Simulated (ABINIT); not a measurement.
Crystal: Mo.

```
CELL_PARAMETERS angstrom
-1.58381 1.58381 1.58381
1.58381 -1.58381 1.58381
1.58381 1.58381 -1.58381
ATOMIC_POSITIONS crystal
Mo 0.00000 0.00000 0.00000
```

Base run:

| Property | Result |
| --- | --- |
| Program | ABINIT 10.8.3 (patched build) |
| Functional | PBE |
| Potentials or basis | PseudoDojo NC SR PBE v0.5 standard |
| Cutoff | 1088 eV |
| k mesh | 12 × 12 × 12 |
| Occupations | fermi-dirac, width 0.05 eV |
| Spin | no spin polarisation |

Its results: band gap on the k mesh none (metal or under the smearing width); pressure -1.6 GPa.

Task: The run is repeated on the same cell with these changes: functional from PBE to LDA; potentials or basis from PseudoDojo NC SR PBE v0.5 standard to PseudoDojo NC SR LDA v0.4.1 standard. What comes out?

Result: Band gap on the k mesh none (metal or under the smearing width); pressure -13.9 GPa.
